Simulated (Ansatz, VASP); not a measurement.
**One calculation of KZnF3, two programs**

```
CELL_PARAMETERS angstrom
3.96732 0.00000 0.00000
0.00000 3.96732 0.00000
0.00000 0.00000 3.96732
ATOMIC_POSITIONS crystal
Zn 0.50000 0.50000 0.50000
K 0.00000 0.00000 0.00000
F 0.50000 0.00000 0.50000
F 0.00000 0.50000 0.50000
F 0.50000 0.50000 0.00000
```

Alike in both runs: task single point; functional PBEsol; k mesh 7 × 7 × 7; occupations fermi-dirac, width 0.05 eV; no spin polarisation.

```csv
,VASP,Ansatz
version,VASP 6.6.1,Ansatz 0.2.0
potentials or method,"VASP PAW PBE potentials, release 64 (Zn, K_sv, F)",Ansatz PAW
plane-wave cutoff (eV),520,420
valence electrons in the cell,42,42
```

|  | VASP | Ansatz | Ansatz less VASP |
| --- | --- | --- | --- |
| gap on the k mesh at the Fermi level (eV) | 3.91 | 4.00 | +0.083 |
| least direct gap on the mesh (eV) | 6.02 | 6.07 | +0.045 |
| pressure (GPa) | 6.4 | 5.9 | -0.52 |

Caveats: the PAW data sets were made with another functional, which shifts forces and pressure a little (VASP); an odd mesh through Γ misses points on the zone boundary, where band edges often lie (VASP); odd divisions of the mesh miss points on the zone boundary, where band edges often lie, so the gap on the mesh can be too wide (Ansatz); the pressure holds a Pulay correction of +0.7 GPa for the finite cutoff (Ansatz); the PAW data sets come from PBE, with cores solved anew for the run's functional, which leaves a small shift of forces and pressure (Ansatz). PBEsol gaps usually lie below the measured ones, often by a third to a half.
